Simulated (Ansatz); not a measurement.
Sn: reading a single point

```
CELL_PARAMETERS angstrom
1.69798 2.94099 0.00000
-1.69798 2.94099 0.00000
0.00000 0.00000 5.54520
ATOMIC_POSITIONS crystal
Sn 0.33333 0.33333 0.25000
Sn 0.66667 0.66667 0.75000
```

The numbers come from plane-wave PAW DFT (Ansatz): PBE, no spin polarisation, 420 eV, 11×11×6 Γ-centred k points, fermi-dirac occupations (width 0.1 eV). Nothing was relaxed.

(1) Describe some of the short contacts.

(2) Is the cell too large or too small?

(3) What happens at the Fermi level?

Origin: a known structure type with other elements, at an estimated volume, so it need not be a known compound.

Answers

(1) Sn–Sn at 3.40 Å: least valence density 0.14 e/Å³ and ELF 0.31 there. Both are smooth PAW fields, read partly inside the augmentation spheres.

(2) The pressure is 0.1 GPa (compression positive), so with the atoms held at these fractions the cell is close to zero pressure. The principal stresses -0.4, -0.4, 1.1 GPa differ, so its shape would change too.

(3) It is a metal, with about 1 states/eV a cell as the mean within 0.25 eV of the Fermi level, mostly Sn p (82 %) and Sn s (15 %).
